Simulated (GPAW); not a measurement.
Here is a GPAW 26.7.0 calculation.

File run.py:

```python
from ase.dft.bandgap import bandgap
from ase.io import read, write
from ase.units import GPa
from gpaw import GPAW, PW

atoms = read('FeO.xyz')
atoms.set_initial_magnetic_moments([3.0, 0.0])

calc = GPAW(mode=PW(800),
            xc='PBE',
            kpts={'size': (11, 11, 11), 'gamma': True},
            occupations={'name': 'methfessel-paxton', 'order': 0, 'width': 0.019000000000000003},
            nbands=17,
            convergence={'density': 1e-05, 'energy': 1e-05},
            maxiter=150,
            txt='gpaw.txt')
atoms.calc = calc
energy = atoms.get_potential_energy()
forces = atoms.get_forces()
stress = atoms.get_stress()
calc.write('gs.gpw')
write('result.traj', atoms)
print(f'Energy: {energy:.6f} eV')
print('Forces (eV/A):')
print(forces.round(4))
print('Stress (GPa):', (stress / GPa).round(3))
print('Moments:', calc.get_magnetic_moments().round(3))
print('Fermi level:', round(calc.get_fermi_level(), 4), 'eV')
print(f'Gap: {bandgap(calc)[0]:.4f} eV, direct: {bandgap(calc, direct=True)[0]:.4f} eV')
```

File FeO.xyz:

```xyz
2
Lattice="0.0000000000 2.1554000000 2.1554000000 2.1554000000 0.0000000000 2.1554000000 2.1554000000 2.1554000000 0.0000000000" Properties=species:S:1:pos:R:3 pbc="T T T"
Fe     0.0000000000      0.0000000000      0.0000000000
O      2.1554000000      2.1554000000      2.1554000000
```

Potentials or basis: GPAW PAW data sets (gpaw-data 1.2.1), pw.

Run with:

```sh
$ OMP_NUM_THREADS=1 python run.py
```

**Question.** Estimate the band gap on the k mesh.

**Answer.** None (metal or under the smearing width).

**Question.** What does it give for the pressure?

**Answer.** 0.8 GPa.

**Question.** Predict the site moments.

**Answer.** Fe +3.55; O +0.24 μB.

**Question.** Estimate the net moment.

**Answer.** 4.00 μB per cell.

Caveat: a cell with one magnetic atom can't hold antiferromagnetic order, which such compounds often take; semilocal functionals often make such compounds metallic where correlation or magnetic order opens a gap, which also shifts bond lengths.

The gap isn't set beside the measured one, since this odd mesh misses points on the zone boundary.
